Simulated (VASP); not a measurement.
# Results of a VASP single-point calculation on SnSe2 (1T (CdI2) bulk)

POSCAR

```
Sn Se
 1.0000000000000000
     3.8251493340507654    0.0000000000000000   -0.0000000000000000
    -1.9125746670253827    3.3126764965570907   -0.0000000000000000
    -0.0000000000000000   -0.0000000000000000    6.2270788927462952
 Sn  Se
   1   2
Cartesian
  0.0000000000000000  0.0000000000000000 -0.0000000000000000
 -0.0000000000000001  2.2084509977047269  1.5759381138061268
  1.9125746670253825  1.1042254988523634  4.6511407789401682
```

The gap between bands v and c is 1.34 eV and the least direct gap is 1.89 eV. The largest force is 0.24 eV/Å.

Band v is the last that the valence electrons fill when counted band by band, and c is the next. Levels in eV from the top of v:

| point | v−1 | v | c | c+1 |
| --- | --- | --- | --- | --- |
| Γ | -0.29 | -0.14 | 1.77 | 3.90 |
| M | -1.28 | -0.26 | 1.79 | 4.63 |
| K | -1.66 | -1.66 | 1.97 | 7.42 |
| A | -0.12 | -0.12 | 3.25 | 3.83 |
| L | -0.88 | -0.68 | 1.40 | 5.03 |
| H | -0.43 | -0.43 | 3.16 | 5.44 |

Problem. Which of these levels of theory gave these results?
A. PBE0
B. LDA
C. r²SCAN
D. PBEsol
E. PBE
F. PBE with spin–orbit coupling
G. HSE06

Solution. G.

The INCAR was:

```
AEXX = 0.25
ALGO = Normal
NBANDS = 20
SIGMA = 0.01
LCHARG = .FALSE.
NSW = 0
ISIF = 2
LWAVE = .FALSE.
EDIFF = 1E-7
PRECFOCK = Fast
HFSCREEN = 0.2079
LASPH = .TRUE.
GGA = PE
ISTART = 1
LREAL = .FALSE.
LHFCALC = .TRUE.
ENCUT = 520
NELM = 120
PREC = Accurate
ISMEAR = 0
IBRION = -1
```
